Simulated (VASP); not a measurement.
Input of a VASP 6.6.1 run:

INCAR

```
PREC     = Accurate       # precision mode
ENCUT    = 600            # plane-wave cutoff, eV
EDIFF    = 1E-6           # SCF threshold, eV
ISMEAR   = 0              # smearing method
SIGMA    = 0.03           # smearing width, eV
LREAL    = False          # projectors in reciprocal space
LASPH    = True           # aspherical terms in the spheres
NELM     = 80             # most SCF steps
ALGO     = Normal         # electronic algorithm
ISIF     = 3              # what is computed and relaxed
LWAVE    = False          # write WAVECAR
LCHARG   = False          # write CHGCAR
GGA      = PE             # functional
IBRION   = 2              # ionic algorithm
NSW      = 90             # ionic steps
EDIFFG   = -0.01          # ionic threshold
```

The input KPOINTS:

```
Automatic mesh
0
Gamma
  10 10 10
```

POSCAR

```
Si
1.0
    0.0000000000      2.7135600000      2.7135600000
    2.7135600000      0.0000000000      2.7135600000
    2.7135600000      2.7135600000      0.0000000000
Si
2
Direct
    0.7500000000      0.7500000000      0.7500000000
    0.5000000000      0.5000000000      0.5000000000
```

Potentials or basis: VASP PAW PBE potentials, release 64 (Si).

Command:

```sh
$ cat potpaw_PBE.64/Si/POTCAR > POTCAR
$ mpirun -np 1 vasp_std > vasp.out
```

Q: Estimate the space group after relaxing (to 0.05 Å).

A: Fd-3m (No. 227).

Q: Estimate the band gap on the k mesh.

A: 0.62 eV, indirect (least direct gap 2.56 eV).

Q: Estimate the relaxed cell.

A: a = 3.867 Å, b = 3.867 Å, c = 3.867 Å, α = 60.00°, β = 60.00°, γ = 60.00°.

Q: Predict the relaxed volume.

A: 20.44 Å³/atom.

Step by step:
```tsv
step	energy change (eV)	largest force (eV/Å)	pressure (GPa)	volume (Å³)
1	0.0000	0.0000	2.15	39.96
2	-0.0033	0.0000	-1.34	41.53
3	-0.0060	0.0000	0.01	40.89
```

A k mesh can miss the band edges. Zero-point motion and thermal expansion aren't in these numbers.
